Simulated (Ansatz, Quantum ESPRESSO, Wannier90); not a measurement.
# Ballistic channels from Wannier functions: straight K chain, spacing 4.43 Å, part 5 of 5

Aim: a Wannier model and the conductance steps that follow from it, for this wire: straight K chain, spacing 4.43 Å.

Quantum ESPRESSO 7.5 and Wannier90 3.1.0; plane-wave DFT, PBE, GBRV ultrasoft pseudopotentials; cross-check by Ansatz 0.2.0 with PAW datasets.

So far. Step 2 (SCF with pw.x): The run needed 14 iterations to bring the estimated error under 1e-07 Ry. Step 6 (Localisation, bands and conductance): Bands and channels are those of the Wannier model: bands that were not projected, and all outside the frozen window, are missing or only approximate.

## 10. Cross-check with Ansatz

As a check, the same structure is run in Ansatz.

Level of this step: plane-wave DFT, PBE, Ansatz PAW (Ansatz 0.2.0).

input.yaml reads:

```yaml
crystal:
  lattice:
    - [8.0, 0.0, 0.0]
    - [0.0, 8.0, 0.0]
    - [0.0, 0.0, 4.428]
  atoms:
    - { symbol: K, position: [0.0, 0.0, 0.0] }
kpoints:
  mp_grid: { grid: [1, 1, 16] }
hamiltonian:
  xc: pbe
scf:
  occupations: { method: fermi_dirac, width: 0.05 }
  convergence: { dr2_threshold: 1.0e-08 }
output:
  transmission:
    leads: [[0, 0]]
    e_range: [-4.0, 2.0]
    de: 0.05
    kmesh: [1, 1]
    reduced_basis: true
```

On the command line:

```
$ ansatz run input.yaml --threads 2 --pin off --max-ram 4096MiB --backend cpu --events-out ev --progress --plain --runs-dir out
```

Numbers of over 12 decimals in the logs are rounded to 6 here.

What it wrote:

```text
Engine: ansatz 0.2.0, x86_64-unknown-linux-gnu
Pseudopotentials: kind: paw
Pseudopotential: K, paw, valence charge 9, recommended cutoff 420 eV (normal), K.paw.azcp
Functional definition: PBE
  parameter kappa = 0.804
  parameter beta = 0.066725
  exchange = pbe_x(kappa = kappa, mu = beta*pi^2/3)
  correlation = pbe_c(beta = beta)
Crystal: 1 atoms, lattice volume = 283.392 Å³
Basis set: ecut = 420 eV, 5575 PW (Γ)
Bands: 9, of which v1, the nominal top of the filled ones, is band 5 counted from 1 (4 counted from 0)
Symmetry: 16 space group operations
Space group: P4/mmm (ITA 123), of the structure as read, at distance tolerance 6.6e-5 Å
k-points: 9 of 16
Non-local potential: K, projectors of the file, l = 0: 3, l = 1: 2, l = 2: 2
PAW form: soft (Blöchl's): semilocal exchange-correlation on the pseudo side does not see the compensation charge
PAW one-centre angular grid: K, 110 points (default); XC on 64 Gauss nodes
Initial density: superposition of atomic densities (neutral atoms: chi_scale 0, normalization atom), corrected by the library's trained network
Initial wavefunctions: pseudopotential atomic-orbital guess
Functional: x = pbe(κ = 0.804, μ = 0.219515), c = pbe(β = 0.066725)
SCF iter   1: F=—  HF=-1537.481070 eV  |F-HF|=—  |Δ(HF+E_count)|=         —  Δρ=1.08e-3  dr2=2.72e-2  ethr=1.77e-3  ⟨swp⟩=5.7  Hψ=645  notcnv=0
preconditioner: auto → LDOS  [insulator: Δε(μ)=0.295 eV  Ē_g=2.633 eV  σ=0.050 eV  W_gap=0.50  n_scr=10 (ndim 8)  ℏωp=2.2 eV  f_vac=0.502  D(μ)=1.31/eV (n_scr^D=4)  ε∞_Penn≈1.7  β→1.0]
SCF iter   2: F=—  HF=-1537.484554 eV  |F-HF|=—  |Δ(HF+E_count)|=   3.48e-3  Δρ=5.81e-4  dr2=8.01e-3  ethr=3.03e-4  ⟨swp⟩=2.4  Hψ=205  notcnv=0
SCF iter   3: F=—  HF=-1537.485140 eV  |F-HF|=—  |Δ(HF+E_count)|=   5.86e-4  Δρ=2.21e-4  dr2=3.64e-4  ethr=8.91e-5  ⟨swp⟩=2.1  Hψ=126  notcnv=0
SCF iter   4: F=—  HF=-1537.485136 eV  |F-HF|=—  |Δ(HF+E_count)|=   3.42e-6  Δρ=4.92e-5  dr2=1.04e-5  ethr=4.05e-6  ⟨swp⟩=2.6  Hψ=114  notcnv=0
SCF iter   5: F=—  HF=-1537.485192 eV  |F-HF|=—  |Δ(HF+E_count)|=   5.55e-5  Δρ=9.42e-6  dr2=8.51e-7  ethr=1.16e-7  ⟨swp⟩=2.9  Hψ=135  notcnv=0
SCF iter   6: F=—  HF=-1537.485217 eV  |F-HF|=—  |Δ(HF+E_count)|=   2.50e-5  Δρ=2.63e-6  dr2=6.39e-8  ethr=9.45e-9  ⟨swp⟩=2.2  Hψ=107  notcnv=0
SCF iter   7: F=-1537.485217 eV  HF=-1537.485217 eV  |F-HF|=4.69e-9  |Δ(HF+E_count)|=   1.72e-7  Δρ=4.96e-7  dr2=1.44e-9  ethr=1.11e-10  ⟨swp⟩=4.4  Hψ=344  notcnv=0
SCF 1 converged in 7 iterations: F = -1537.485217 eV  dr2 = 1.44e-9
  greatest PAW one-centre occupation: 0.988 electrons in one spin orbital (limit 2), on the K atom at site 0 (counted from 0), in its partial waves of l = 0
transmission: 6 of 36 steps passed
transmission: 12 of 36 steps passed
[...]
transmission: 36 of 36 steps passed
SCF converged after 7 iterations
Free energy (F): -1537.485217 eV
Harris-Foulkes:  -1537.485217 eV  (|F-HF|=4.69e-9)
Internal energy: -1537.475658 eV  (E = F + TS)
E sigma→0 (E₀):  -1537.480438 eV
Entropy (-TS):   -0.009559 eV (-9.559 meV/atom)
Fermi energy:    -1.580695 eV
--- Per-component energies (eV) ---
  E_band       = -176.001261
  E_kinetic    = 250.969570
  E_local      = -1084.429968  (includes V_loc(G=0)·N_el)
  E_nonlocal   = 13.001204
  E_hartree    = 417.586027
  E_xc         = -132.847072
  E_vxc        = -161.838224  (∫ρ·V_xc dr)
  E_paw        = -781.826455  (= ΣΔE_a)
  E_vpaw       = -28.875931  (= ΣTr[D̂ρ^β])
  E_aug_tail   = -0.000003  (compensation charges beyond the density's cutoff)
  E_ewald      = -219.928960
  E_smearing   = -0.009559  (= −TS)
  E_closure    = 0.000000  (closes the sum)
  Σ components = -1537.485217   (vs F -1537.485217, Δ=0.00e0)
--- Band table (eV; the first three rows and the last of 9) ---
  k-point 0: bands = ["-34.1565", "-17.6320", "-17.6320", "-17.5873", "-2.1299", "0.4780", "0.4780", "0.5534", "0.6836"]
  k-point 1: bands = ["-34.1564", "-17.6318", "-17.6318", "-17.5897", "-2.0947", "0.4969", "0.4969", "0.5879", "0.7117"]
  k-point 2: bands = ["-34.1561", "-17.6311", "-17.6311", "-17.5964", "-1.9900", "0.5525", "0.5525", "0.6893", "0.7958"]
  k-point 8: bands = ["-34.1537", "-17.6487", "-17.6260", "-17.6260", "-0.1839", "0.0026", "1.1755", "1.1755", "2.0885"]
--- Transmission ---
  basis      : 561 plane waves across, 6 finite elements along
  points     : 1, standing for a mesh of 1 x 1
  energies   : 121 from -4.000000 to 2.000000 eV about the Fermi level, 0.050000 eV apart; the leads are filled to 0.000000 eV, and channels, transmission and decay are at 0.000000 eV
  crystal 0  : K1, at the sites [0, 0], period 4.4280 Å: whole cells are its period
    offset         : up to 0.0000 Å between an atom of the period and one for which it stands
    channels       : 1.000000e0 a spin
    conductance    : none, the energies end too early or step too widely for 300 K: set another output.transmission.e_range or a lower de, or, where they end at an eighth of basis.ecutwfc, a higher one
```

The job ended after 23 s (2 threads of Intel Xeon Platinum 8488C (Sapphire Rapids), shared host; peak memory 0.46 GiB).

This step gave:

* free energy: -1537.4852 eV
* energy at zero smearing: -1537.4804 eV
* smearing term TS: 0.009559 eV
* Fermi energy: -1.581 eV
* symmetry operations: 16
* lead channels at the Fermi level, one spin: 1

Per spin. The open channels by energy, zero at the Fermi level:

```tsv
energy (eV)	open channels
-0.7500	0
-0.5000	1
-0.2500	1
0.0000	1
0.2500	1
0.5000	1
0.7500	1
1.0000	1
1.2500	1
1.5000	0
1.7500	1
2.0000	1
```

## 11. Worked from the printed numbers

1 channel × 77.48 µS = 77 µS, a two-terminal resistance of 12.906/1 = 12.91 kΩ whatever the wire's length, as long as nothing scatters.

## 12. Outcome

```
open channels at the Fermi level, per spin : 1
total spread                               : 6.20 Å²
gauge-invariant spread                     : 6.20 Å²
largest band misfit in the frozen window   : 0.112 eV
channels at the Fermi level by Ansatz      : 1
```

**Reading.** The wire offers 1 channel per spin at the Fermi level. Between -4 and 1.5 eV the channel count from Wannier functions equals that from Ansatz's layer matching at 97 % of the energies; outside the frozen window the Wannier bands are not held to the plane-wave ones. The interpolated bands miss plane-wave levels by up to 0.11 eV between mesh points, so steps of the conductance can sit that far off. The wire is perfect, so the conductance only counts bands: each channel, with its partner of the other spin, carries G₀ = 2e²/h. It was run without spin polarisation, which was not tested.

[Logs are printed without paths, hosts, clocks, repeated set-up lines and the standing remarks that a program may print on its own settings, such as how far it seeks lower states.]

[Hosts, paths, dates, database ids (printed as entryN), source tags and the programs' standing remarks are cut or masked in the printed files.]

[Maps of the electrostatic potential energy from Ansatz leave out the sawtooth potential of an applied field or a dipole correction, so their vacuum need not be flat; planar profiles and work functions include it.]
